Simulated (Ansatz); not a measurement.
# ZnSn4N: a trial structure relaxed

The task: take a trial cell of ZnSn4N to zero force and stress.

Program: Ansatz 0.2.0. Level of theory: DFT PBE, scalar-relativistic, plane waves, PAW. These are calculated values, not measurements.

### 1 The starting structure

It takes space group F-43m (No. 216, cubic). Conventional cell: a = 8.438 Å, b = 8.438 Å, c = 8.438 Å, α = 90.00°, β = 90.00°, γ = 90.00°. Zn (site symmetry -43m) has 12 Sn at 3.50 Å and 4 N at 3.65 Å as nearest neighbours. Sn (site symmetry 3m) is surrounded by 6 Sn at 2.98 Å and 3 Zn at 3.50 Å and 3 N at 3.50 Å. N (site symmetry -43m) is surrounded by 12 Sn at 3.50 Å and 4 Zn at 3.65 Å.

Structure file:

```cif
data_structure
_symmetry_space_group_name_H-M 'F-43m'
_symmetry_Int_Tables_number 216
_cell_length_a 8.4377
_cell_length_b 8.4377
_cell_length_c 8.4377
_cell_angle_alpha 90.000
_cell_angle_beta 90.000
_cell_angle_gamma 90.000
_cell_volume 600.71
loop_
_atom_site_label
_atom_site_type_symbol
_atom_site_symmetry_multiplicity
_atom_site_Wyckoff_symbol
_atom_site_fract_x
_atom_site_fract_y
_atom_site_fract_z
_atom_site_occupancy
Zn1 Zn 4 b 0.50000 0.00000 0.00000 1
Sn1 Sn 16 e 0.12506 0.12506 0.87494 1
N1 N 4 c 0.25000 0.25000 0.25000 1
```

A structure generator made this guess: species swapped into a database cell of ZrNbFe4 (F-43m, No. 216), with N on the Zr sites, Zn on the Nb sites and Sn on the Fe sites. Its size is a rough estimate.

### 2 The guess as it stands, on a coarse mesh

input.yaml

```yaml
crystal:
  lattice:
    - [0.0, 4.21882945, 4.21882945]
    - [4.21882945, 0.0, 4.21882945]
    - [4.21882945, 4.21882945, 0.0]
  atoms:
    - { symbol: Zn, position: [0.5, 0.5, 0.5] }
    - { symbol: Sn, position: [0.62482239, 0.1250592, 0.1250592] }
    - { symbol: Sn, position: [0.1250592, 0.62482239, 0.1250592] }
    - { symbol: Sn, position: [0.1250592, 0.1250592, 0.62482239] }
    - { symbol: Sn, position: [0.1250592, 0.1250592, 0.1250592] }
    - { symbol: "N", position: [0.75, 0.75, 0.75] }
basis:
  ecutwfc: 420
kpoints:
  mp_grid: { grid: [4, 4, 4] }
hamiltonian:
  xc: pbe
scf:
  occupations: { method: gaussian, width: 0.1 }
  lower_state_search: "off"
output:
  forces: true
  stress: true
  eigenvalues: true
```

On the command line:

```console
$ ansatz run input.yaml --threads 1 --pin off --max-ram 2560MiB --backend cpu --events-out ev --progress --plain --runs-dir out
```

Output (excerpt; [...] marks lines left out):

```text
Warning: RAYON_NUM_THREADS=1 ignored (pool sized by the plan → 1); use --threads N
[...]
Pseudopotentials: kind: paw
Pseudopotential: Zn, paw, valence charge 12, recommended cutoff 420 eV (normal), Zn.paw.azcp
Pseudopotential: Sn, paw, valence charge 14, recommended cutoff 420 eV (normal), Sn.paw.azcp
Pseudopotential: N, paw, valence charge 5, recommended cutoff 420 eV (normal), N.paw.azcp
Functional definition: PBE
[...]
Crystal: 6 atoms, lattice volume = 150.178 Å³
Basis set: ecut = 420 eV, 2891 PW (Γ), exchange–correlation on 80×80×80 points (8 copies of the dense FFT grid, shifted against one another)
Bands: 44, of which v1, the nominal top of the filled ones, is band 37 counted from 1 (36 counted from 0)
Symmetry: 24 space group operations
Space group: F-43m (ITA 216), of the structure as read, at distance tolerance 5.3e-5 Å
k-points: 8 of 64 (time reversal used)
[...]
SCF iter   1: F=—  HF=-27792.779735 eV  |F-HF|=—  |Δ(HF+E_count)|=         —  Δρ=1.77e-3  dr2=7.88e-3  ethr=1.77e-3  ⟨swp⟩=6.4  Hψ=1456  notcnv=0
[...]
SCF iter   8: F=-27792.777846 eV  HF=-27792.777846 eV  |F-HF|=5.17e-9  |Δ(HF+E_count)|=   1.11e-7  Δρ=2.82e-6  dr2=1.80e-8  ethr=1.37e-10  ⟨swp⟩=9.5  Hψ=1445  notcnv=0
[...]
SCF converged after 8 iterations
Free energy (F): -27792.777846 eV
[...]
E sigma→0 (E₀):  -27792.751891 eV
Entropy (-TS):   -0.051910 eV (-8.652 meV/atom)
Fermi energy:    8.479306 eV
[...]
--- Forces (eV/Å), atoms counted from 1 ---
  atom   1  Zn    -0.00000000    -0.00000000     0.00000000
  atom   2  Sn    -0.04875658     0.04875658     0.04875658
  atom   3  Sn     0.04875658    -0.04875658     0.04875658
  atom   4  Sn     0.04875658     0.04875658    -0.04875658
  atom   5  Sn    -0.04875658    -0.04875658    -0.04875658
  atom   6  N      0.00000000    -0.00000000     0.00000000
[...]
--- Stress (GPa, compression-positive) ---
        1.646046       0.000000      -0.000000
        0.000000       1.646046       0.000000
       -0.000000       0.000000       1.646046
  P = ⅓ Tr σ = 1.6460 GPa (16.460 kbar)
--- Band table (eV; the first three rows and the last of 8) ---
[...]
```

Run time: 7.5 s. Hardware: 1 thread of Intel Xeon at 2.70GHz, shared host; peak memory 0.4 GiB.

The probe gives pressure 1.6 GPa, largest force 0.08 eV/Å, gap on this mesh none (metal). The relaxation goes to the converged mesh at once.

(Part 1 of 2 ends here.)
